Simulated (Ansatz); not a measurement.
# W2NCl2 MXene bilayer (AA) in a perpendicular field

Wanted: the out-of-plane response of the W2NCl2 MXene bilayer (AA). A positive field points along +c.

Calculated with Ansatz 0.2.0; plane-wave DFT, PBE-D3(BJ), Ansatz PAW, in the first sound run; inputs show where later runs differ.

**1. Set-up**

The cell holds 10 atoms: 4 Cl, 4 W and 2 N. Cell: a = 3.054 Å, b = 3.054 Å, c = 60.785 Å, α = 90.0°, β = 90.0°, γ = 120.0°. Regions: layer 1: W2NCl2 MXene, 5 atoms (2 Cl, 2 W and 1 N); layer 2: W2NCl2 MXene, 5 atoms (2 Cl, 2 W and 1 N). Vacuum lies along c.

**2. Relaxing the slab**

The starting cell is a guess, so the in-plane lattice and the atoms are relaxed first, with the slab cut off from its images along the normal.

input.yaml reads:

```yaml
crystal:
  lattice:
    - [3.053908, 0.0, 0.0]
    - [-1.526954, 2.6447619088, 0.0]
    - [0.0, 0.0, 60.7846731934]
  atoms:
    - { symbol: Cl, position: [0.3333333333, 0.6666666667, 0.3775622833] }
    - { symbol: W, position: [0.6666666667, 0.3333333333, 0.4062072932], spin: 1.0 }
    - { symbol: "N", position: [0.0, 0.0, 0.4260312171] }
    - { symbol: W, position: [0.3333333333, 0.6666666667, 0.4458551409], spin: 1.0 }
    - { symbol: Cl, position: [0.6666666667, 0.3333333333, 0.4745001508] }
    - { symbol: Cl, position: [0.3333333333, 0.6666666667, 0.5254998492] }
    - { symbol: W, position: [0.6666666667, 0.3333333333, 0.5541448591], spin: 1.0 }
    - { symbol: "N", position: [0.0, 0.0, 0.5739687829] }
    - { symbol: W, position: [0.3333333333, 0.6666666667, 0.5937927068], spin: 1.0 }
    - { symbol: Cl, position: [0.6666666667, 0.3333333333, 0.6224377167] }
  periodic: [true, true, false]
magnetization:
  spin_polarized: true
kpoints:
  mp_grid: { grid: [12, 12, 1] }
hamiltonian:
  xc: pbe
  dispersion: d3bj
scf:
  occupations: { method: fermi_dirac, width: 0.05 }
  convergence: { dr2_threshold: 1.0e-09 }
relax:
  f_tol: 0.004
  max_steps: 90
  cell: {}
output:
  write_potential: true
  write_density: true
  volumetric_format: npy
```

Started as:

```console
$ ansatz run input.yaml --threads 4 --pin off --max-ram 12288MiB --backend cpu --events-out ev --progress --plain --runs-dir out
```

Numbers of over 12 decimals in the logs are rounded to 6 here.

The program printed:

```text
Warning: relax.cell: scf.convergence.dr2_threshold = 1e-9 eV is looser than the 1.61486460939e-10 eV advised for a relaxation that steers and ends on the stress (1e-10 eV for each atom of the cell: 10, times the square of relax.cell.stress_2d_tol = 0.05 N/m over 24.9 Å (the atoms' height at the walk's start and 5 Å past either face), 2.009e-2 GPa, over a crystal's default 0.05). What an SCF threshold leaves in a stress goes as its square root, and in the free energy as the threshold itself, and one threshold admits the most on a small cell: [figures from the program's tests cut] Set scf.convergence.dr2_threshold to 1.61486460939e-10 eV or tighter. [rest of the remark cut]
Engine: ansatz 0.2.0, x86_64-unknown-linux-gnu
Pseudopotentials: kind: paw
Pseudopotential: Cl, paw, valence charge 7, recommended cutoff 420 eV (normal), Cl.paw.azcp
Pseudopotential: W, paw, valence charge 14, recommended cutoff 420 eV (normal), W.paw.azcp
Pseudopotential: N, paw, valence charge 5, recommended cutoff 420 eV (normal), N.paw.azcp
Functional definition: PBE
  parameter kappa = 0.804
  parameter beta = 0.066725
  exchange = pbe_x(kappa = kappa, mu = beta*pi^2/3)
  correlation = pbe_c(beta = beta)
Crystal: 10 atoms, lattice volume = 490.949 Å³
Basis set: ecut = 420 eV, 9527 PW (Γ), exchange–correlation on 48×48×864 points (8 copies of the dense FFT grid, shifted against one another)
Bands: 59, of which v1, the nominal top of the filled ones, is band 47 counted from 1 (46 counted from 0)
Symmetry: 12 space group operations
Space group: P-3m1 (ITA 164), of the structure as read, at distance tolerance 7.9e-5 Å
Magnetic group: BNS 164.85 (UNI 1315), of the structure as read, at distance tolerance 7.9e-5 Å
k-points: 19 of 144
Non-local potential: Cl, projectors of the file, l = 0: 2, l = 1: 2, l = 2: 2
Non-local potential: W, projectors of the file, l = 0: 3, l = 1: 2, l = 2: 2, l = 3: 1
Non-local potential: N, projectors of the file, l = 0: 2, l = 1: 2, l = 2: 1
PAW form: soft (Blöchl's): semilocal exchange-correlation on the pseudo side does not see the compensation charge
PAW one-centre angular grid: Cl, 110 points (default); XC on 64 Gauss nodes
PAW one-centre angular grid: W, 590 points (default); XC on 64 Gauss nodes
PAW one-centre angular grid: N, 110 points (default); XC on 64 Gauss nodes
Initial density: superposition of atomic densities (neutral atoms: chi_scale 0, normalization atom)
Starting moments: Σ|m| = 4 μB on 4 of 10 sites
Initial wavefunctions: pseudopotential atomic-orbital guess
Functional: x = pbe(κ = 0.804, μ = 0.219515), c = pbe(β = 0.066725)
SCF iter   1: F=—  HF=-46631.022419 eV  |F-HF|=—  |Δ(HF+E_count)|=         —  Δρ=2.81e-2 (↑2.81e-2 ↓2.52e-2)  dr2=2.40e1  dr2_m=1.71e-1  M=2.120 μB ∫|m|=2.145 μB  β_m=0.30  ethr=3.10e-3  ⟨swp⟩=13.7  Hψ=15244  notcnv=0  defer=9
Mixer restart at iter 1: flushing history
preconditioner: auto → LDOS  [metal: Δε(μ)=0.011 eV  Ē_g=10.252 eV  σ=0.050 eV  W_gap=0.06  n_scr=40 (ndim 8)  ℏωp=13.2 eV  f_vac=0.699  D(μ)=8.17/eV (n_scr^D=32)]
spin=Collinear: LDOS preconditioning applied to the charge; magnetization (m = ρ↑ − ρ↓) channel mixes plain (no charge-response kernel on spin).
SCF iter   2: F=—  HF=-46629.403061 eV  |F-HF|=—  |Δ(HF+E_count)|=    1.62e0  Δρ=2.13e-2 (↑2.13e-2 ↓1.91e-2)  dr2=1.42e1  dr2_m=1.11e-1  M=1.924 μB ∫|m|=1.944 μB  β_m=0.65  ethr=3.10e-3  ⟨swp⟩=3.2  Hψ=4016  notcnv=0  defer=90
SCF iter   3: F=—  HF=-46627.257857 eV  |F-HF|=—  |Δ(HF+E_count)|=    2.15e0  Δρ=3.88e-3 (↑3.77e-3 ↓3.88e-3)  dr2=1.62e-1  dr2_m=1.25e-2  M=1.019 μB ∫|m|=1.035 μB  β_m=0.66  ethr=3.10e-3  ⟨swp⟩=5.6  Hψ=6465  notcnv=0  defer=96
SCF iter   4: F=—  HF=-46627.357155 eV  |F-HF|=—  |Δ(HF+E_count)|=         —  Δρ=3.25e-3 (↑2.85e-3 ↓3.25e-3)  dr2=2.52e-2  dr2_m=3.75e-2  M=0.381 μB ∫|m|=0.411 μB  β_m=0.66  ethr=1.73e-4  ⟨swp⟩=5.0  Hψ=6010  notcnv=0  defer=77
SCF iter   5: F=—  HF=-46627.357974 eV  |F-HF|=—  |Δ(HF+E_count)|=   8.18e-4  Δρ=1.63e-3 (↑1.45e-3 ↓1.63e-3)  dr2=3.60e-3  dr2_m=1.03e-2  M=0.223 μB ∫|m|=0.242 μB  β_m=0.83  ethr=2.68e-5  ⟨swp⟩=3.7  Hψ=4965  notcnv=0  defer=79
SCF iter   6: F=—  HF=-46627.359293 eV  |F-HF|=—  |Δ(HF+E_count)|=   1.32e-3  Δρ=3.44e-4 (↑2.87e-4 ↓3.44e-4)  dr2=9.59e-4  dr2_m=2.89e-4  M=0.050 μB ∫|m|=0.056 μB  β_m=0.80  ethr=3.83e-6  ⟨swp⟩=3.5  Hψ=5636  notcnv=0  defer=77
SCF iter   7: F=—  HF=-46627.359240 eV  |F-HF|=—  |Δ(HF+E_count)|=   5.27e-5  Δρ=1.07e-4 (↑1.07e-4 ↓9.59e-5)  dr2=9.29e-5  dr2_m=3.28e-5  M=0.018 μB ∫|m|=0.020 μB  β_m=0.77  ethr=1.02e-6  ⟨swp⟩=3.4  Hψ=5400  notcnv=0  defer=78
SCF iter   8: F=—  HF=-46627.359274 eV  |F-HF|=—  |Δ(HF+E_count)|=   3.34e-5  Δρ=3.42e-5 (↑3.42e-5 ↓2.56e-5)  dr2=8.57e-6  dr2_m=2.69e-6  M=0.005 μB ∫|m|=0.006 μB  β_m=0.81  ethr=9.88e-8  ⟨swp⟩=3.2  Hψ=5176  notcnv=0  defer=77
SCF iter   9: F=—  HF=-46627.359278 eV  |F-HF|=—  |Δ(HF+E_count)|=   3.95e-6  Δρ=8.31e-6 (↑5.54e-6 ↓8.31e-6)  dr2=6.43e-7  dr2_m=1.01e-7  M=0.000 μB ∫|m|=0.001 μB  β_m=0.79  ethr=9.11e-9  ⟨swp⟩=3.2  Hψ=5266  notcnv=0  defer=77
SCF iter  10: F=—  HF=-46627.359279 eV  |F-HF|=—  |Δ(HF+E_count)|=   1.08e-6  Δρ=1.90e-6 (↑1.85e-6 ↓1.90e-6)  dr2=2.21e-8  dr2_m=1.26e-8  M=-0.000 μB ∫|m|=0.000 μB  β_m=0.88  ethr=6.84e-10  ⟨swp⟩=3.3  Hψ=5229  notcnv=0  defer=77
SCF iter  11: F=—  HF=-46627.359279 eV  |F-HF|=—  |Δ(HF+E_count)|=   1.83e-7  Δρ=7.76e-7 (↑7.68e-7 ↓7.76e-7)  dr2=5.04e-9  dr2_m=1.87e-9  M=0.000 μB ∫|m|=0.000 μB  β_m=0.89  ethr=2.36e-11  ⟨swp⟩=3.6  Hψ=5861  notcnv=0  defer=77
SCF iter  12: F=—  HF=-46627.359279 eV  |F-HF|=—  |Δ(HF+E_count)|=   9.46e-9  Δρ=2.91e-7 (↑2.34e-7 ↓2.91e-7)  dr2=8.31e-10  dr2_m=1.85e-10  M=0.000 μB ∫|m|=0.000 μB  β_m=0.84  ethr=5.36e-12  ⟨swp⟩=4.0  Hψ=6261  notcnv=0  defer=77
SCF iter  13: F=-46627.359279 eV  HF=-46627.359279 eV  |F-HF|=5.09e-10  |Δ(HF+E_count)|=   3.15e-9  Δρ=6.75e-8 (↑6.75e-8 ↓6.47e-8)  dr2=7.30e-11  dr2_m=1.04e-11  M=0.000 μB ∫|m|=0.000 μB  ethr=1.00e-12  ⟨swp⟩=9.3  Hψ=19893  notcnv=0
WARN: the starting moments were not kept: the SCF closed with an absolute magnetisation of 4.6e-6 μB, where they sum to 4 μB in size (4 sites). That is at most 0.1 of that sum. Measured as dr2_m measures the in/out step, that magnetisation stands 2.9e-12 eV from none, at or under the dr2_threshold of 1.0e-9 eV: it is no larger than a step whose dr2_m would equal this threshold. The system may hold no moment; this SCF [...]
SCF 1 converged in 13 iterations: F = -46627.359279 eV  dr2 = 7.30e-11
[...]
relax step  10: F+E_penalty+E_count = -46628.75876087 eV  Δ(F+E_penalty+E_count) = -9.077e-5 eV  max|allowed force component| = 1.997e-4 eV/Å  Δτ_max = 0.0007 Å  P = -0.002 N/m  Ω = 449.201 Å³  energy of the carried Pulay correction = +6.802e-5 eV  fix = [c, alpha, beta]  reactions: c -0.000 N/m  (6 SCF iters, accepted)
iter 1 solved again at ethr=1.31e-7 eV; its pass at ethr=3.10e-3 eV (dr2=1.23e-4 eV) is discarded
SCF iter   1: F=—  HF=-46628.758313 eV  |F-HF|=—  |Δ(HF+E_count)|=         —  Δρ=6.08e-7 (↑5.56e-7 ↓6.08e-7)  dr2=4.60e-9  dr2_m=3.07e-11  M=0.000 μB ∫|m|=0.000 μB  β_m=0.65  ethr=1.31e-7  ⟨swp⟩=7.8  Hψ=28094  notcnv=0
eigensolver tolerance schedule: the retry pair's looser diagonalisation over-reported the residual by 26734.49 of it (diagonalisation noise at an unbounded share of the residual, at the tolerance the schedule requests for it); recorded, not acted on — ethr = c·dr2/N_el stays at c = 1.0e-1
preconditioner: auto → LDOS  [metal: Δε(μ)=0.089 eV  Ē_g=9.434 eV  σ=0.050 eV  W_gap=0.42  n_scr=36 (ndim 8)  ℏωp=13.8 eV  f_vac=0.677  D(μ)=4.16/eV (n_scr^D=24)]
spin=Collinear: LDOS preconditioning applied to the charge; magnetization (m = ρ↑ − ρ↓) channel mixes plain (no charge-response kernel on spin).
SCF iter   2: F=—  HF=-46628.758712 eV  |F-HF|=—  |Δ(HF+E_count)|=   3.99e-4  Δρ=4.43e-7 (↑4.43e-7 ↓4.25e-7)  dr2=3.17e-9  dr2_m=7.46e-12  M=0.000 μB ∫|m|=0.000 μB  β_m=0.34  ethr=4.89e-12  ⟨swp⟩=8.1  Hψ=12298  notcnv=0
SCF iter   3: F=—  HF=-46628.758712 eV  |F-HF|=—  |Δ(HF+E_count)|=   1.23e-9  Δρ=2.50e-7 (↑2.50e-7 ↓2.36e-7)  dr2=7.35e-10  dr2_m=8.50e-12  M=0.000 μB ∫|m|=0.000 μB  β_m=0.67  ethr=3.37e-12  ⟨swp⟩=2.9  Hψ=3652  notcnv=0
SCF iter   4: F=-46628.758712 eV  HF=-46628.758712 eV  |F-HF|=1.16e-9  |Δ(HF+E_count)|=   1.26e-9  Δρ=9.18e-8 (↑8.73e-8 ↓9.18e-8)  dr2=1.21e-10  dr2_m=1.10e-12  M=0.000 μB ∫|m|=0.000 μB  ethr=1.00e-12  ⟨swp⟩=16.1  Hψ=21727  notcnv=0
the starting moments were not kept: the SCF closed with an absolute magnetisation of 2.9e-6 μB, where they sum to 4 μB in size (4 sites). That is at most 0.1 of that sum. Measured as dr2_m measures the in/out step, that magnetisation stands 4.3e-13 eV from none, at or under the dr2_threshold of 1.0e-9 eV: it is no larger than a step whose dr2_m would equal this threshold.
SCF 11 converged in 4 iterations: F = -46628.758712 eV  dr2 = 1.21e-10
relax step  11: F+E_penalty+E_count = -46628.75871212 eV  Δ(F+E_penalty+E_count) = +4.876e-5 eV  max|allowed force component| = 2.012e-4 eV/Å  Δτ_max = 0.0000 Å  P = -0.003 N/m  Ω = 449.201 Å³  fix = [c, alpha, beta]  reactions: c -0.000 N/m  stress off target by 2.84e-3 N/m on what of the cell is left free  SCF on the basis re-selected at this cell (its energy is not comparable with the rows above)  (4 SCF iters)
basis re-selected at this cell: Δ(F+E_penalty+E_count) = +4.876e-5 eV, ΔP = -0.001 N/m vs the last step (what re-selecting the basis moved, of the pressure what is left beyond the Pulay correction that the steps carried, after the strain that the cell walked since its last selection, with what the two solves' SCF thresholds leave and, on support functions, any second-order correction that the steps lacked; it is no m [...]
WARN: The output density's exchange-correlation potential varies sharply where the density is thin. Do not read a vacuum level from v_tot or v_xc, or from such a field of the output density. On a cell that repeats whose density bears no net charge and no dipole along the vacuum's axis use v_es (v_loc + v_h of the components); under efield.dipole_correction with no amplitude use v_es + v_field, which holds any externa [...]
SCF converged after 4 iterations
Magnetization: 0.0000 μB (47.0000 up, 47.0000 down)
Absolute magnetization: 0.0000 μB (∫|ρ↑−ρ↓|, with the PAW one-centre terms)
Spin contamination: 0.0000 ħ² per cell (⟨S²⟩ above its minimum at these occupations)
Per-site moments (μB) at R_I (Å): [(-3.302855451983206e-8, 1.038676), (4.215870648179228e-7, 0.912337), (-5.9022280151234756e-8, 0.912337), (2.2489673744458208e-7, 0.912579), (-2.6644002523848407e-8, 1.037369), (-2.6644002544233575e-8, 1.037369), (2.2489673744923737e-7, 0.912579), (-5.9022280160332075e-8, 0.912337), (4.215870647249413e-7, 0.912337), (-3.302855447812776e-8, 1.038676)]
Free energy (F): -46628.758712 eV
Harris-Foulkes:  -46628.758712 eV  (|F-HF|=1.16e-9)
Internal energy: -46628.723742 eV  (E = F + TS)
E sigma→0 (E₀):  -46628.741227 eV
Entropy (-TS):   -0.034970 eV (-3.497 meV/atom)
Fermi energy:    -3.875323 eV
--- Per-component energies (eV) ---
  E_band       = -2369.839846
  E_kinetic    = 2724.519390
  E_local      = -989319.849266  (includes V_loc(G=0)·N_el)
  E_nonlocal   = 210.021456
  E_hartree    = 493071.434967
  E_xc         = -1619.269244
  E_vxc        = -1600.639772  (∫ρ·V_xc dr)
  E_paw        = -37142.139689  (= ΣΔE_a)
  E_vpaw       = -526.764694  (= ΣTr[D̂ρ^β])
  E_aug_tail   = 0.000331  (compensation charges beyond the density's cutoff)
  E_ewald      = 485450.304653
  E_disp       = -3.746340  (pairwise vdW)
  E_smearing   = -0.034970  (= −TS)
  E_closure    = -0.000000  (closes the sum)
  Σ components = -46628.758712   (vs F -46628.758712, Δ=0.00e0)
--- Forces (eV/Å), atoms counted from 1 ---
  atom   1  Cl     0.00000000    -0.00000000     0.00003028
  atom   2  W      0.00000000     0.00000000     0.00000396
  atom   3  N     -0.00000000    -0.00000000    -0.00020117
  atom   4  W      0.00000000    -0.00000000     0.00008023
  atom   5  Cl     0.00000000     0.00000000    -0.00003176
  atom   6  Cl     0.00000000    -0.00000000     0.00003176
  atom   7  W      0.00000000     0.00000000    -0.00008023
  atom   8  N      0.00000000     0.00000000     0.00020117
  atom   9  W      0.00000000    -0.00000000    -0.00000396
  atom  10  Cl     0.00000000     0.00000000    -0.00003028
  max |Σ_I F_I| component: 3.70e-17 eV/Å
--- 2D stress c σ (N/m, compression-positive) ---
       -0.002836       0.000000       0.000000
        0.000000      -0.002836       0.000000
        0.000000       0.000000      -0.000000
  P = ½ c Tr σ = -0.0028 N/m
--- Band table (eV; the first three rows and the last of 38) ---
  k-point 0 ↑: bands = [... 43 lower, -5.0540, -5.0438, -5.0438, -5.0309, -4.9998, -3.9803, -3.9803, -3.9782, ... 8 higher]
  k-point 1 ↑: bands = [... 43 lower, -5.3997, -4.9036, -4.8924, -4.8024, -4.7708, -4.1060, -4.1002, -3.8173, ... 8 higher]
  k-point 2 ↑: bands = [... 43 lower, -5.9754, -4.6985, -4.6609, -4.4765, -4.4407, -4.4322, -4.4027, -3.4646, ... 8 higher]
  k-point 18 ↓: bands = [... 43 lower, -4.5424, -4.3711, -4.3711, -4.3383, -4.3383, -2.5753, -2.5753, -2.5220, ... 8 higher]
  the weakly bound empty levels are not read free of the cell's end (no_gap_told)
--- Relaxed structure (9 steps of the walk, 9 accepted, 2 SCFs on fresh bases) ---
  F+E_penalty+E_count = -46628.75871212 eV   max|allowed force component| = 2.012e-4 eV/Å   (the final SCF, on the basis selected at the relaxed cell)
  cell:  # Å, volume = 449.2012 Å³
    - [2.921179, 0, 0]
    - [-1.460589, 2.529815, 0]
    - [0, 0, 60.7846731934]
  atoms:
    - { symbol: Cl, position: [0.333333, 0.666667, 0.366091] }
    - { symbol: W, position: [0.666667, 0.333333, 0.396851] }
    - { symbol: N, position: [0, 0, 0.420390] }
    - { symbol: W, position: [0.333333, 0.666667, 0.443945] }
    - { symbol: Cl, position: [0.666667, 0.333333, 0.474634] }
    - { symbol: Cl, position: [0.333333, 0.666667, 0.525366] }
    - { symbol: W, position: [0.666667, 0.333333, 0.556055] }
    - { symbol: N, position: [0, 0, 0.579610] }
    - { symbol: W, position: [0.333333, 0.666667, 0.603149] }
    - { symbol: Cl, position: [0.666667, 0.333333, 0.633909] }
```

Wall time 2.8 min (4 threads of AMD EPYC 9R14 (Zen 4), shared host); peak memory 1.7 GiB; 11 min of CPU time.

Step by step:

```tsv
step	energy less that of the first step (eV)	largest force component (eV/Å)	volume (Å³)
1	0.0000	1.1561	490.95
2	-0.9309	0.6777	476.12
3	-1.2895	0.3571	452.00
4	-1.3906	0.1306	447.99
5	-1.4033	0.0509	450.69
6	-1.4069	0.0345	449.51
7	-1.4075	0.0210	449.41
8	-1.4075	0.0008	449.42
9*	-1.3994	0.0009	449.42
10	-1.3995	0.0002	449.20
11*	-1.3994	0.0002	449.20
```

Relaxation steps marked * repeat the geometry before them on a plane-wave basis chosen anew for their cell, so energy and pressure can jump there.

The run keeps the 12 symmetry operations that it works with, so distortions that break them were not tested.

```tsv
cell as run	before	after	change
a (Å)	3.054	2.921	-4.3 %
b (Å)	3.054	2.921	-4.3 %
```

The atoms that moved most (Å, along periodic axes as changes of fractional coordinates times the final cell, across vacuum about the mean position):

```tsv
atom	dx	dy	dz	length
Cl1	0.000	0.000	-0.697	0.697
Cl10	0.000	0.000	0.697	0.697
W9	0.000	0.000	0.569	0.569
W2	0.000	0.000	-0.569	0.569
N8	0.000	0.000	0.343	0.343
N3	0.000	0.000	-0.343	0.343
W4	0.000	0.000	-0.116	0.116
W7	0.000	0.000	0.116	0.116
```

Numbers from this step:

```
energy at zero smearing : -46628.7412 eV
```

The lattice constant a goes from 3.054 to 2.921 Å.

(Part 1 of 3 ends here.)

[Logs are printed without paths, hosts, clocks, repeated set-up lines and the standing remarks that a program may print on its own settings, such as how far it seeks lower states.]

[Hosts, paths, dates, database ids (printed as entryN), source tags and the programs' standing remarks are cut or masked in the printed files.]

[Maps of the electrostatic potential energy from Ansatz leave out the sawtooth potential of an applied field or a dipole correction, so their vacuum need not be flat; planar profiles and work functions include it.]
